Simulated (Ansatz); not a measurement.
# MoSe2: the cost of one run

Computed with Ansatz 0.2.0 (DFT PBEsol, frozen-core PAW, scalar-relativistic unless said, unless a step's input says otherwise).

The COD entry's cell or inner coordinates are ideal or old and differ from later refinements, so a difference from it is no clean test against experiment.

### 1 The structure to begin with

The structure is hexagonal, space group P6_3/mmc (No. 194). Conventional cell: a = 3.288 Å, b = 3.288 Å, c = 12.900 Å, α = 90.00°, β = 90.00°, γ = 120.00°. Mo (site symmetry -6m2) has 6 Se at 2.49 Å as nearest neighbours. Around Se (site symmetry 3m) lie 3 Mo at 2.49 Å.

Coordinates:

```cif
data_structure
_symmetry_space_group_name_H-M 'P 1'
_symmetry_Int_Tables_number 1
_cell_length_a 3.2880
_cell_length_b 3.2880
_cell_length_c 12.9000
_cell_angle_alpha 90.000
_cell_angle_beta 90.000
_cell_angle_gamma 120.000
_cell_volume 120.78
loop_
_atom_site_label
_atom_site_type_symbol
_atom_site_fract_x
_atom_site_fract_y
_atom_site_fract_z
_atom_site_occupancy
Mo1 Mo 0.33333 0.66667 0.25000 1
Mo2 Mo 0.66667 0.33333 0.75000 1
Se1 Se 0.33333 0.66667 0.62500 1
Se2 Se 0.66667 0.33333 0.12500 1
Se3 Se 0.33333 0.66667 0.87500 1
Se4 Se 0.66667 0.33333 0.37500 1
```

Cartesian axes are those of the input's lattice vectors. The structure goes back to a database entry.

### 2 Cell and atoms relaxed, PAW

input.yaml reads:

```yaml
crystal:
  lattice:
    - [3.28799999998, 0.0, 0.0]
    - [-1.64399999999, 2.84749152763, 0.0]
    - [0.0, 0.0, 12.9]
  atoms:
    - { symbol: Mo, position: [0.333333333333, 0.666666666667, 0.25] }
    - { symbol: Mo, position: [0.666666666667, 0.333333333333, 0.75] }
    - { symbol: Se, position: [0.333333333333, 0.666666666667, 0.625] }
    - { symbol: Se, position: [0.666666666667, 0.333333333333, 0.125] }
    - { symbol: Se, position: [0.333333333333, 0.666666666667, 0.875] }
    - { symbol: Se, position: [0.666666666667, 0.333333333333, 0.375] }
kpoints:
  mp_grid: { grid: [10, 10, 4] }
scf:
  occupations: { method: fermi_dirac, width: 0.1 }
hamiltonian:
  xc: pbesol
  pseudopotentials: { kind: paw }
relax:
  f_tol: 0.002
  max_steps: 80
  cell: {}
output:
  forces: true
  stress: true
```

Command:

```console
> ansatz run input.yaml --threads 1 --pin off --max-ram 3072MiB --backend cpu --events-out ev --progress --plain --runs-dir out
```

Q: Estimate wall time and peak memory on 1 thread of Intel Xeon 6975P-C (Granite Rapids), shared host.

About 42 s, with a peak of 0.58 GiB.
